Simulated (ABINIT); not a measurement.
Here is an ABINIT 10.8.3 (patched build) calculation.

Contents of run.abi:

```
pp_dirpath "./"
pseudos "Cs.LDA_PW-JTH.xml, Sn.LDA_PW-JTH.xml, Br.LDA_PW-JTH.xml"

acell 3*1.0
rprim
    11.0341214431     0.0000000000     0.0000000000
     0.0000000000    11.0341214431     0.0000000000
     0.0000000000     0.0000000000    11.0341214431
ntypat 3
znucl 55 50 35
natom 5
typat 1 2 3 3 3
xcart
     0.0000000000     0.0000000000     0.0000000000
     5.5170607215     5.5170607215     5.5170607215
     0.0000000000     5.5170607215     5.5170607215
     5.5170607215     5.5170607215     0.0000000000
     5.5170607215     0.0000000000     5.5170607215

ecut 20.0
pawecutdg 40.0

kptopt 1
ngkpt 4 4 4
nshiftk 1
shiftk 0.0 0.0 0.0

ixc 7

nband 27
occopt 3
tsmear 0.05 eV

nstep 100
tolvrs 1.0e-9

iomode 3
prtwf 0
prtden 0
prteig 0
prtebands 0
enunit 2
```

Potentials or basis: JTH PAW LDA v2.0.

Command:

```sh
$ abinit run.abi > log 2>&1
```

Q: Estimate the band gap on the k mesh.

A: 0.43 eV, direct.

Caveat: spin-orbit coupling is left out, which moves the levels of the heavy elements.

**What was measured.**

“Influence of hidden halogen mobility on local structure of CsSn(Cl1−xBrx)3 mixed-halide perovskites by solid-state NMR”, 2020, pmc:8179406 reports, for a powder of CsSnBr3 at 300 K: band gap 1.79 eV (optical).

Measured gap of CsSnBr3: 1.79 eV (optical; 300 K; powder; “Influence of hidden halogen mobility on local structure of CsSn(Cl1−xBrx)3 mixed-halide perovskites by solid-state NMR”, 2020, pmc:8179406). This calculation gives 0.43 eV (-1.36 eV). So large a miss can be the level of theory's own, or it may mean another phase, state or a wrong row. Spin-orbit coupling on Br, Cs, Sn is left out. The value is that of LDA on a finite k mesh, which can miss the band edges, without temperature or zero-point motion. Semilocal functionals fall short of measured gaps as a rule. The cell is a database's relaxed one, not the measured one, which moves gaps too.
